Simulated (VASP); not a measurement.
# BN (P6_3/mmc) in VASP: single point with PBE

Aim: the single point of BN with PBE.

Everything below comes from runs of VASP 6.6.1. Logs are shortened: lines on timing, memory, paths and dates and some standing lists are left out, and cuts for length are marked.

## (1) The crystal as given

The structure is hexagonal, space group P6_3/mmc (No. 194). The conventional cell has a = 2.498 Å, b = 2.498 Å, c = 6.636 Å, α = 90.00°, β = 90.00°, γ = 120.00°. Around B (site symmetry -6m2) lie 3 N at 1.44 Å. N (site symmetry -6m2) is surrounded by 3 B at 1.44 Å.

## (2) Single point, PBE

INCAR

```
ALGO = Normal ; EDIFF = 1E-7
ENCUT = 520 ; GGA = PE
ISIF = 2 ; ISMEAR = 0
LASPH = T ; LCHARG = T
LELF = T ; LREAL = F
LVHAR = T ; LWAVE = F
NBANDS = 16 ; NELM = 100
PREC = Accurate ; SIGMA = 0.01
```

KPOINTS

```
k-points
0
Gamma
  12 12 4
```

POSCAR

```
BN
1.0
    2.4982400000      0.0000000000      0.0000000000
   -1.2491200000      2.1635393048      0.0000000000
    0.0000000000      0.0000000000      6.6357000000
B N
2 2
Direct
    0.3333333333      0.6666666667      0.2500000000
    0.6666666667      0.3333333333      0.7500000000
    0.3333333333      0.6666666667      0.7500000000
    0.6666666667      0.3333333333      0.2500000000
```

Potentials or basis: VASP PAW PBE potentials, release 64 (B, N).

Run with:

```console
> cat potpaw_PBE.64/B/POTCAR potpaw_PBE.64/N/POTCAR > POTCAR
> mpirun -np 1 vasp_std > vasp.out
```

OUTCAR:

```text
EDIFF = 1E-7
   ENCUT = 520
   GGA = PE
   ISIF = 2
   ISMEAR = 0
   LASPH = T
   LREAL = F
   NELM = 100
   PREC = Accurate

 ion  position               nearest neighbor table
   1  0.333  0.667  0.250-   4 1.44   4 1.44   4 1.44
   2  0.667  0.333  0.750-   3 1.44   3 1.44   3 1.44
   3  0.333  0.667  0.750-   2 1.44   2 1.44   2 1.44
   4  0.667  0.333  0.250-   1 1.44   1 1.44   1 1.44

  LATTYP: Found a hexagonal cell.
 ALAT       =     2.4982400000
 C/A-ratio  =     2.6561499296

  Lattice vectors:

 A1 = (   2.4982400000,   0.0000000000,   0.0000000000)
 A2 = (  -1.2491200000,   2.1635393048,   0.0000000000)
 A3 = (   0.0000000000,   0.0000000000,   6.6357000000)

Analysis of symmetry for initial positions (statically):
=====================================================================
 Subroutine PRICEL returns:
 Original cell was already a primitive cell.

 Routine SETGRP: Setting up the symmetry group for a
 hexagonal supercell.

 Subroutine GETGRP returns: Found 24 space group operations
 (whereof 12 operations were pure point group operations)
 out of a pool of 24 trial point group operations.

The static configuration has the point symmetry D_3d.
 The point group associated with its full space group is D_6h.

Analysis of symmetry for dynamics (positions and initial velocities):
=====================================================================
 Subroutine PRICEL returns:
 Original cell was already a primitive cell.

 Routine SETGRP: Setting up the symmetry group for a
 hexagonal supercell.

 Subroutine GETGRP returns: Found 24 space group operations
 (whereof 12 operations were pure point group operations)
 out of a pool of 24 trial point group operations.

The dynamic configuration has the point symmetry D_3d.
 The point group associated with its full space group is D_6h.

 Subroutine INISYM returns: Found 24 space group operations
 (whereof 12 operations are pure point group operations),
 and found     1 'primitive' translations

----------------------------------------------------------------------------------------

                                     Primitive cell

  volume of cell :      35.8662

  direct lattice vectors                    reciprocal lattice vectors
     2.498240000  0.000000000  0.000000000     0.400281798  0.231102804  0.000000000
    -1.249120000  2.163539305  0.000000000     0.000000000  0.462205608  0.000000000
     0.000000000  0.000000000  6.635700000     0.000000000  0.000000000  0.150700002

  length of vectors
     2.498240000  2.498240000  6.635700000     0.462205608  0.462205608  0.150700002

  position of ions in fractional coordinates (direct lattice)
     0.333333333  0.666666667  0.250000000
     0.666666667  0.333333333  0.750000000
     0.333333333  0.666666667  0.750000000
     0.666666667  0.333333333  0.250000000

  ion indices of the primitive-cell ions
   primitive index   ion index
                 1           1
                 2           2
                 3           3
                 4           4

----------------------------------------------------------------------------------------

 KPOINTS: k-points

Automatic generation of k-mesh.
 Grid dimensions read from file:
 generate k-points for:   12   12    4

 Generating k-lattice:

  Cartesian coordinates                     Fractional coordinates (reciprocal lattice)
     0.033356817  0.019258567  0.000000000     0.083333333 -0.000000000  0.000000000
     0.000000000  0.038517134  0.000000000     0.000000000  0.083333333  0.000000000
     0.000000000  0.000000000  0.037675000     0.000000000  0.000000000  0.250000000

  Length of vectors
     0.038517134  0.038517134  0.037675000

  Shift w.r.t. Gamma in fractional coordinates (k-lattice)
     0.000000000  0.000000000  0.000000000

 Subroutine IBZKPT returns following result:
 ===========================================

 Found     57 irreducible k-points:

 Following reciprocal coordinates:
            Coordinates               Weight
  0.000000  0.000000  0.000000      1.000000
  0.083333 -0.000000  0.000000      6.000000
  0.166667  0.000000  0.000000      6.000000
  0.250000  0.000000  0.000000      6.000000
  0.333333  0.000000  0.000000      6.000000
  0.416667  0.000000  0.000000      6.000000
[... 16 lines left out ...]
  0.250000  0.000000  0.250000     12.000000
  0.333333  0.000000  0.250000     12.000000
 [... further k-points ...]
   k-points           NKPTS =     57   k-points in BZ     NKDIM =     57   number of bands    NBANDS=     16
   number of dos      NEDOS =    301   number of ions     NIONS =      4
   total plane-waves  NPLWV =  20000
   dimension x,y,z NGX =    20 NGY =   20 NGZ =   50
   dimension x,y,z NGXF=    40 NGYF=   40 NGZF=  100
   ions per type =               2   2
   NGX,Y,Z   is equivalent  to a cutoff of  13.31, 13.31, 12.53 a.u.
   NGXF,Y,Z  is equivalent  to a cutoff of  26.62, 26.62, 25.05 a.u.
 SYSTEM =  unknown system
   PREC   = accura    normal or accurate (medium, high low for compatibility)
   ISTART =      0    job   : 0-new  1-cont  2-samecut
   ICHARG =      2    charge: 1-file 2-atom 10-const
   ISPIN  =      1    spin polarized calculation?
   LNONCOLLINEAR =      F non collinear calculations
   LSORBIT =      F    spin-orbit coupling
   LASPH  =      T    aspherical Exc in radial PAW
   ENCUT  =  520.0 eV  38.22 Ry    6.18 a.u.   4.65  4.65 12.34*2*pi/ulx,y,z
   NELM   =    100;   NELMIN=  2; NELMDL= -5     # of ELM steps
   EDIFF  = 0.1E-06   stopping-criterion for ELM
   LREAL  =      F    real-space projection
   EDIFFG = 0.1E-05   stopping-criterion for IOM
   NSW    =      0    number of steps for IOM
   IBRION =     -1    ionic relax: 0-MD 1-quasi-New 2-CG
   NFREE  =      0    steps in history (QN), initial steepest desc. (CG)
   ISIF   =      2    stress and relaxation
   ISYM   =      2    0-nonsym 1-usesym 2-fastsym
   POTIM  = 0.5000    time-step for ionic-motion
   TEBEG  =    0.0;   TEEND  =   0.0 temperature during run
   PSTRESS=    0.0 pullay stress
   NELECT =      16.0000    total number of electrons
   NUPDOWN=      -1.0000    fix difference up-down
   EMIN   =  10.00;   EMAX   =-10.00  energy-range for DOS
   EFERMI =   0.00;   METHOD = LEGACY
   ISMEAR =     0;   SIGMA  =   0.01  broadening in eV -4-tet -1-fermi 0-gaus
   EFERMI_NEDOS =   21; number of points for ismear=-14 and -15
   IALGO  =     38    algorithm
   IMIX   =      4    mixing-type and parameters
     AMIX     =   0.40;   BMIX     =  1.00
     AMIX_MAG =   1.60;   BMIX_MAG =  1.00
  volume/ion in A,a.u.               =       8.97        60.51
  Fermi-wavevector in a.u.,A,eV,Ry     =   1.250891  2.363842 21.289433  1.564729
  Thomas-Fermi vector in A             =   2.384864
   LORBIT       =      0    0 simple, 1 ext, 2 COOP (PROOUT), +10 PAW based schemes
   GGA     = PE    functional components
   LHFCALC =     F    Hartree Fock is set to
   AEXX    =    0.0000 exact exchange contribution
   IVDW    =     0    specifies the selected vdW correction
   LEPSILON=     F    determine dielectric tensor
   LRPA    =     F    only Hartree local field effects (RPA)
 non-spin polarized calculation
 Gauss-broadening in eV      SIGMA  =   0.01
  energy-cutoff  :      520.00
  volume of cell :       35.87
 maximum number of plane-waves:       985
 NGX is ok and might be reduce to    20
   NGX =  9   NGY =  9   NGZ = 25

 number of electron      15.9999997 magnetization

 Free energy of the ion-electron system (eV)
  ---------------------------------------------------
  ext. energy  EPLUGINS =         0.00000000
  ---------------------------------------------------
  free energy    TOTEN  =       -35.14690963 eV

  energy without entropy =      -35.14690963  energy(sigma->0) =      -35.14690963

 E-fermi :   2.4063     XC(G=0): -10.0886

 val. band max:        2.3081880928   @ k =   0.3333   0.3333   0.5000
 cond. band min:       6.5951049630   @ k =   0.5000   0.0000   0.0000
 fundamental gap:      4.2869168702
 Fermi energy:         2.4062882171

 k-point     1 :       0.0000    0.0000    0.0000
  band No.  band energies     occupation
      1     -15.5316      2.00000
      2     -15.2363      2.00000
      3      -3.9420      2.00000
      4      -1.8138      2.00000
      5       0.9861      2.00000
      6       0.9861      2.00000
[... 8 lines left out ...]
     15      14.6584      0.00000
     16      15.4187      0.00000

 k-point     2 :       0.0833   -0.0000    0.0000
  band No.  band energies     occupation
      1     -15.3949      2.00000
      2     -15.1042      2.00000
      3      -3.7543      2.00000
      4      -1.6452      2.00000
      5       0.4265      2.00000
      6       0.4590      2.00000
[... 8 lines left out ...]
     15      14.9083      0.00000
     16      15.1373      0.00000

 k-point     3 :       0.1667    0.0000    0.0000
  band No.  band energies     occupation
      1     -14.9920      2.00000
      2     -14.7155      2.00000
      3      -3.1981      2.00000
      4      -1.1497      2.00000
      5      -0.9944      2.00000
      6      -0.9549      2.00000
[... 8 lines left out ...]
     15      16.2514      0.00000
     16      16.2591      0.00000

 k-point     4 :       0.2500    0.0000    0.0000
  band No.  band energies     occupation
      1     -14.3496      2.00000
      2     -14.0979      2.00000
      3      -2.8007      2.00000
      4      -2.7399      2.00000
      5      -2.2983      2.00000
      6      -0.6529      2.00000
[... 8 lines left out ...]
     15      17.6940      0.00000
     16      18.4265      0.00000
[... 324 lines left out ...]
 k-point    22 :       0.1667    0.0000    0.2500
  band No.  band energies     occupation
      1     -14.9536      2.00000
      2     -14.7582      2.00000
      3      -2.9502      2.00000
      4      -1.5368      2.00000
      5      -0.9824      2.00000
      6      -0.9381      2.00000
[... 8 lines left out ...]
     15      16.1527      0.00000
     16      16.2338      0.00000

 k-point    23 :       0.2500    0.0000    0.2500
  band No.  band energies     occupation
      1     -14.3143      2.00000
      2     -14.1365      2.00000
      3      -2.8070      2.00000
      4      -2.7558      2.00000
      5      -2.0407      2.00000
      6      -0.6963      2.00000
[... 8 lines left out ...]
     15      18.4414      0.00000
     16      18.5220      0.00000

 k-point    24 :       0.3333    0.0000    0.2500
  band No.  band energies     occupation
      1     -13.5041      2.00000
      2     -13.3546      2.00000
      3      -4.5923      2.00000
      4      -4.5344      2.00000
      5      -1.2770      2.00000
      6      -1.2338      2.00000
[... 8 lines left out ...]
     15      19.1834      0.00000
     16      20.9897      0.00000

 [... further k-points ...]

------------------------ aborting loop because EDIFF is reached ----------------------------------------

  FORCE on cell =-STRESS in cart. coord.  units (eV):
  Direction    XX          YY          ZZ          XY          YZ          ZX
  --------------------------------------------------------------------------------------
  -------------------------------------------------------------------------------------
  Total        1.4092176      1.4092176      0.6365289      0.0000000      0.0000000      0.0000000
  in kB       62.9510479     62.9510479     28.4343293      0.0000000      0.0000000      0.0000000
  external PRESSURE =      51.4454751 kB  Pullay stress =       0.0000000 kB

 VOLUME and BASIS-vectors are now :
 -----------------------------------------------------------------------------
  energy-cutoff  :      520.00
  volume of cell :       35.87
      direct lattice vectors                 reciprocal lattice vectors
     2.498240000  0.000000000  0.000000000     0.400281798  0.231102804  0.000000000
    -1.249120000  2.163539305  0.000000000     0.000000000  0.462205608  0.000000000
     0.000000000  0.000000000  6.635700000     0.000000000  0.000000000  0.150700002

 POSITION                                       TOTAL-FORCE (eV/Angst)
 -----------------------------------------------------------------------------------
     -0.00000      1.44236      1.65892        -0.000000      0.000000      0.000000
      1.24912      0.72118      4.97677         0.000000     -0.000000      0.000000
     -0.00000      1.44236      4.97677         0.000000     -0.000000      0.000000
      1.24912      0.72118      1.65892        -0.000000      0.000000      0.000000
 -----------------------------------------------------------------------------------
    total drift:                                0.000000     -0.000000      0.000000

  FREE ENERGIE OF THE ION-ELECTRON SYSTEM (eV)
  ---------------------------------------------------
  free  energy   TOTEN  =       -35.1469096277 eV

  energy  without entropy=      -35.1469096277  energy(sigma->0) =      -35.14690963
```

It took 22 s on 1 thread of Intel Xeon Platinum 8488C (Sapphire Rapids), shared host; peak memory 0.16 GiB.

What came out:

```yaml
Free_energy: -35.1469 eV
Pressure: 5.1 GPa
Band_gap_on_the_k_mesh: 4.29 eV, indirect (least direct gap 4.66 eV)
```

Caveat: this functional lacks dispersion, which binds the layers, so the pressure and a relaxed spacing across them are unreliable. PBE gaps usually lie below the measured ones, often by a third to a half.
